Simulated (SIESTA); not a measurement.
TiO2 (Anatase):

```
Ti O
1.0
    -1.89210    1.89210    4.75730
     1.89210   -1.89210    4.75730
     1.89210    1.89210   -4.75730
Ti O
2 4
Cartesian
  0.0000 1.8921 2.3786
  0.0000 0.0000 0.0000
  0.0000 0.0000 7.5346
  0.0000 1.8921 0.3987
  0.0000 1.8921 4.3586
  0.0000 0.0000 1.9800
```

Base run:

| Item | Value |
| --- | --- |
| Program | SIESTA 5.4.2 |
| Functional | B86bPBE |
| Potentials or basis | PseudoDojo 0.4 standard (PBE files) |
| Basis | DZP (energy shift 0.002 Ry) |
| Grid cutoff | 800 Ry |
| Energy shift | 0.002 Ry |
| k mesh | 7 × 7 × 7 |
| Occupations | fermi-dirac, width 0.05 eV |
| Spin | no spin polarisation |

Its results: band gap on the k mesh 1.94 eV, indirect (least direct gap 2.27 eV); pressure 9.2 GPa; largest force 0.205 eV/Å.

Problem. The run is repeated on the same cell with these changes: functional from B86bPBE to PBEJsJrLO. What comes out?

Solution. Band gap on the k mesh 1.92 eV, indirect (least direct gap 2.26 eV); pressure 4.4 GPa; largest force 0.124 eV/Å.

Caveats: semicore shells carry a single zeta, which can move pressures by several GPa and volumes by a few percent; the potentials were made for another functional, which shifts forces and pressure; the basis of atomic orbitals isn't converged, which shifts pressures, moduli and gaps.

Not every run made on this cell is shown here.
